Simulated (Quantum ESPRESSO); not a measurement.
The system is CsPbCl3.

```xyz
5
Lattice="5.6050 0.0000 0.0000 0.0000 5.6050 0.0000 0.0000 0.0000 5.6050" Properties=species:S:1:pos:R:3 pbc="T T T"
Pb    2.8025    2.8025    2.8025
Cs    0.0000    0.0000    0.0000
Cl    2.8025    0.0000    2.8025
Cl    0.0000    2.8025    2.8025
Cl    2.8025    2.8025    0.0000
```

Base run:

```yaml
Program: Quantum ESPRESSO 7.5
Functional: WC
Potentials_or_basis: PseudoDojo 0.4.1 SR PBE standard
Cutoff: 789 eV
Density_cutoff: 3157 eV
k_mesh: 4 × 4 × 4, shifted
Occupations: fermi-dirac, width 0.05 eV
Spin: no spin polarisation
```

Its results: pressure 0.3 GPa; electronic dielectric tensor (diagonal) 3.50.

Q: The run is repeated on the same cell with these changes: functional from WC to AM05. What comes out?

A: Pressure 0.9 GPa; electronic dielectric tensor (diagonal) 3.46.

Caveats: the potentials were made for another functional, which shifts forces and pressure.

Not every run made on this cell is shown here.
